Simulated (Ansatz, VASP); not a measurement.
# H in VASP and in Ansatz

```xyz
1
Lattice="-0.9052 0.9052 0.9052 0.9052 -0.9052 0.9052 0.9052 0.9052 -0.9052" Properties=species:S:1:pos:R:3 pbc="T T T"
H     0.0000    0.0000    0.0000
```

Alike in both runs: task electric field gradients; functional PBE; k mesh 20 × 20 × 20; occupations fermi-dirac, width 0.05 eV; no spin polarisation.

|  | VASP | Ansatz |
| --- | --- | --- |
| version | VASP 6.6.1 | Ansatz 0.2.0 |
| potentials or method | VASP PAW PBE potentials, release 64 (H) | PAW with Ansatz's default frozen-core files, scalar-relativistic |
| plane-wave cutoff (eV) | 520 | 420 |
| valence electrons in the cell | 1 | 1 |

|  | VASP | Ansatz | Ansatz less VASP |
| --- | --- | --- | --- |
| pressure (GPa) | -0.5 | 0.0 | +0.51 |
| Vzz of the field gradient on the site that differs most (V/Å²) | 0.0 | 0.0 | 0.00 |
